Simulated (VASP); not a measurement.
# Sb (P4/mmm) in VASP: electric field gradients with PBE

Aim: the electric field gradients of Sb with PBE.

Program: VASP 6.6.1. These are calculated values, not measurements. Logs are shortened: lines on timing, memory, paths and dates and some standing lists are left out, and cuts for length are marked.

## 1. The cell of the first run

The structure is tetragonal, space group P4/mmm (No. 123). The conventional cell has a = 3.099 Å, b = 3.099 Å, c = 3.286 Å, α = 90.00°, β = 90.00°, γ = 90.00°. Around Sb (site symmetry 4/mmm) lie 6 Sb at 3.10 to 3.29 Å.

This isn't the form of Sb at room conditions, which is rhombohedral.

## 2. Electric field gradients, PBE (z stretched by +4 % at fixed volume)

Input file INCAR:

```
PREC = Accurate
ENCUT = 520
EDIFF = 1E-8
ISMEAR = -1
SIGMA = 0.05
LREAL = False
LASPH = True
NELM = 80
ALGO = Fast
ISIF = 2
LWAVE = False
LCHARG = False
GGA = PE
LEFG = True
NBANDS = 8
```

Input file KPOINTS:

```
regular mesh
0
Gamma
  13 13 13
```

Input file POSCAR:

```
Sb
1.0
    3.0986349352      0.0000000000      0.0000000000
    0.0000000000      3.0986349352      0.0000000000
    0.0000000000      0.0000000000      3.2864000000
Sb
1
Direct
    0.0000000000      0.0000000000      0.0000000000
```

Potentials or basis: VASP PAW PBE potentials, release 64 (Sb).

Launch:

```console
> cat potpaw_PBE.64/Sb/POTCAR > POTCAR
> mpirun -np 1 vasp_std > vasp.out
```

OUTCAR:

```text
PREC = Accurate
   ENCUT = 520
   EDIFF = 1E-8
   ISMEAR = -1
   LREAL = False
   LASPH = True
   NELM = 80
   ISIF = 2
   GGA = PE

 ion  position               nearest neighbor table
   1  0.000  0.000  0.000-

  LATTYP: Found a simple tetragonal cell.
 ALAT       =     3.0986349352
 C/A-ratio  =     1.0605960588

  Lattice vectors:

 A1 = (   3.0986349352,   0.0000000000,   0.0000000000)
 A2 = (   0.0000000000,   3.0986349352,   0.0000000000)
 A3 = (   0.0000000000,   0.0000000000,   3.2864000000)

Analysis of symmetry for initial positions (statically):
=====================================================================
 Subroutine PRICEL returns:
 Original cell was already a primitive cell.

 Routine SETGRP: Setting up the symmetry group for a
 simple tetragonal supercell.

 Subroutine GETGRP returns: Found 16 space group operations
 (whereof 16 operations were pure point group operations)
 out of a pool of 16 trial point group operations.

The static configuration has the point symmetry D_4h.

Analysis of symmetry for dynamics (positions and initial velocities):
=====================================================================
 Subroutine PRICEL returns:
 Original cell was already a primitive cell.

 Routine SETGRP: Setting up the symmetry group for a
 simple tetragonal supercell.

 Subroutine GETGRP returns: Found 16 space group operations
 (whereof 16 operations were pure point group operations)
 out of a pool of 16 trial point group operations.

The dynamic configuration has the point symmetry D_4h.

 Subroutine INISYM returns: Found 16 space group operations
 (whereof 16 operations are pure point group operations),
 and found     1 'primitive' translations

----------------------------------------------------------------------------------------

                                     Primitive cell

  volume of cell :      31.5545

  direct lattice vectors                    reciprocal lattice vectors
     3.098634935  0.000000000  0.000000000     0.322722754  0.000000000  0.000000000
[... 121 lines left out ...]
   NGX = 11   NGY = 11   NGZ = 13

 number of electron       4.9999999 magnetization

 Free energy of the ion-electron system (eV)
  ---------------------------------------------------
  ext. energy  EPLUGINS =         0.00000000
  ---------------------------------------------------
  free energy    TOTEN  =        -4.06671391 eV

  energy without entropy =       -4.06284325  energy(sigma->0) =       -4.06477858

 E-fermi :   6.4625     XC(G=0):  -9.3827

 val. band max:        6.4443548853   @ k =   0.3846   0.0769   0.2308
 cond. band min:       6.4773566330   @ k =   0.2308   0.2308   0.1538
 fundamental gap:      0.0330017477
 Fermi energy:         6.4624990122

 k-point     1 :       0.0000    0.0000    0.0000
  band No.  band energies     occupation
      1      -5.5517      2.00000
      2       8.5705      0.00000
      3      10.0810      0.00000
      4      10.0810      0.00000
      5      12.6442      0.00000
      6      13.6674      0.00000
      7      14.7350      0.00000
      8      23.5220      0.00000
[... 243 lines left out ...]
 k-point    24 :       0.3846    0.3077    0.0000
  band No.  band energies     occupation
      1      -2.3010      2.00000
      2       3.3559      2.00000
      3       5.3453      2.00000
      4      11.4206      0.00000
      5      11.6236      0.00000
      6      15.9104      0.00000
      7      18.4788      0.00000
      8      19.1175      0.00000

 [... further k-points ...]

------------------------ aborting loop because EDIFF is reached ----------------------------------------

  FORCE on cell =-STRESS in cart. coord.  units (eV):
  Direction    XX          YY          ZZ          XY          YZ          ZX
  --------------------------------------------------------------------------------------
  -------------------------------------------------------------------------------------
  Total       -0.0478929     -0.0478929     -1.2225148      0.0000000      0.0000000      0.0000000
  in kB       -2.4317595     -2.4317595    -62.0731022      0.0000000      0.0000000      0.0000000
  external PRESSURE =     -22.3122070 kB  Pullay stress =       0.0000000 kB

 VOLUME and BASIS-vectors are now :
 -----------------------------------------------------------------------------
  energy-cutoff  :      520.00
  volume of cell :       31.55
      direct lattice vectors                 reciprocal lattice vectors
     3.098634935  0.000000000  0.000000000     0.322722754  0.000000000  0.000000000
     0.000000000  3.098634935  0.000000000     0.000000000  0.322722754  0.000000000
     0.000000000  0.000000000  3.286400000     0.000000000  0.000000000  0.304284323

 POSITION                                       TOTAL-FORCE (eV/Angst)
 -----------------------------------------------------------------------------------
      0.00000      0.00000      0.00000         0.000000      0.000000      0.000000
 -----------------------------------------------------------------------------------
    total drift:                               -0.000000      0.000000      0.000000

  FREE ENERGIE OF THE ION-ELECTRON SYSTEM (eV)
  ---------------------------------------------------
  free  energy   TOTEN  =        -4.0667139080 eV

  energy  without entropy=       -4.0628432483  energy(sigma->0) =       -4.06477858

 Electric field gradients (V/A^2)
---------------------------------------------------------------------
 ion       V_xx      V_yy      V_zz      V_xy      V_xz      V_yz
---------------------------------------------------------------------
   1      -2.104    -2.104     4.207     0.000     0.000     0.000
---------------------------------------------------------------------

 Electric field gradients after diagonalization (V/A^2)
 (convention: |V_zz| > |V_xx| > |V_yy|)
----------------------------------------------------------------------
 ion       V_xx      V_yy      V_zz     asymmetry (V_yy - V_xx)/ V_zz
----------------------------------------------------------------------
   1      -2.104    -2.104     4.207       0.000
----------------------------------------------------------------------

           NMR quadrupolar parameters

 Cq : quadrupolar parameter    Cq=e*Q*V_zz/h
 eta: asymmetry parameters     (V_yy - V_xx)/ V_zz
 Q  : nuclear electric quadrupole moment in mb (millibarn)
----------------------------------------------------------------------
 ion       Cq(MHz)       eta       Q (mb)
----------------------------------------------------------------------
   1       0.010       0.000       1.000
----------------------------------------------------------------------
```

OSZICAR:

```text
N       E                     dE             d eps       ncg     rms          rms(c)
DAV:   1     0.530793068957E+01    0.53079E+01   -0.16033E+03  3136   0.402E+02
DAV:   2    -0.394646395030E+01   -0.92544E+01   -0.88586E+01  4560   0.517E+01
DAV:   3    -0.406157012252E+01   -0.11511E+00   -0.11486E+00  3736   0.653E+00
DAV:   4    -0.406207290567E+01   -0.50278E-03   -0.50278E-03  4936   0.524E-01
DAV:   5    -0.406207473706E+01   -0.18314E-05   -0.18315E-05  4000   0.198E-02    0.177E+00
RMM:   6    -0.406476220449E+01   -0.26875E-02   -0.76364E-04  3155   0.202E-01    0.105E+00
RMM:   7    -0.406664991046E+01   -0.18877E-02   -0.19749E-03  3403   0.334E-01    0.739E-02
RMM:   8    -0.406670970739E+01   -0.59797E-04   -0.15905E-04  3484   0.105E-01    0.745E-03
RMM:   9    -0.406671404730E+01   -0.43399E-05   -0.16623E-05  3714   0.344E-02    0.765E-03
RMM:  10    -0.406671318318E+01    0.86412E-06   -0.27565E-06  3696   0.140E-02    0.881E-03
RMM:  11    -0.406671398322E+01   -0.80005E-06   -0.71796E-07  3780   0.693E-03    0.154E-03
RMM:  12    -0.406671397700E+01    0.62220E-08   -0.15208E-07  3843   0.345E-03    0.185E-03
RMM:  13    -0.406671399901E+01   -0.22003E-07   -0.29573E-08  3514   0.154E-03    0.238E-03
RMM:  14    -0.406671385628E+01    0.14272E-06   -0.17042E-08  3111   0.101E-03    0.172E-04
RMM:  15    -0.406671391721E+01   -0.60927E-07   -0.43251E-09  2465   0.535E-04    0.683E-04
RMM:  16    -0.406671390805E+01    0.91616E-08   -0.72579E-10  1922   0.242E-04
   1 F= -.40667139E+01 E0= -.40647786E+01  d E =-.387066E-02
```

Wall time 12 s (1 thread of Intel Xeon 6975P-C (Granite Rapids), shared host); peak memory 0.17 GiB.

Results:

* Free energy: -4.0667 eV
* Pressure: -2.2 GPa
* Band gap on the k mesh: none (metal or under the smearing width)

Stress tensor (GPa, compression positive):
```
-0.24  0.00  0.00
 0.00 -0.24  0.00
 0.00  0.00 -6.21
```

Electric field gradients, principal values (V/Å²):
```csv
atom,Vxx,Vyy,Vzz
1 Sb,-2.104,-2.104,4.207
```

Spin-orbit coupling is left out, which matters for the levels of Sb.
